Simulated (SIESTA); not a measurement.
The system is TePb.

```xyz
2
Lattice="0.0000 3.2310 3.2310 3.2310 0.0000 3.2310 3.2310 3.2310 0.0000" Properties=species:S:1:pos:R:3 pbc="T T T"
Pb    0.0000    0.0000    0.0000
Te    3.2310    3.2310    3.2310
```

Base run:

| Item | Value |
| --- | --- |
| Program | SIESTA 5.4.2 |
| Functional | PBE |
| Potentials or basis | PseudoDojo 0.4 standard (PBE files) |
| Basis | TZDP (energy shift 0.002 Ry) |
| Grid cutoff | 500 Ry |
| Energy shift | 0.002 Ry |
| k mesh | 7 × 7 × 7 |
| Occupations | fermi-dirac, width 0.05 eV |
| Spin | no spin polarisation |

Its results: pressure 2.6 GPa.

Task: The run is repeated on the same cell with these changes: functional from PBE to OLYP; basis from TZDP (energy shift 0.002 Ry) to DZP (energy shift 0.002 Ry; radii capped at 9.5 bohr). What comes out?

Result: Pressure 4.2 GPa.

Several settings changed at once, so the effect can't be laid on one alone.

Caveats: semicore shells carry a single zeta, which can move pressures by several GPa and volumes by a few percent; the basis of atomic orbitals isn't converged, which shifts pressures, moduli and gaps; the potentials were made for another functional, which shifts forces and pressure (some runs).

Not every run made on this cell is shown here.
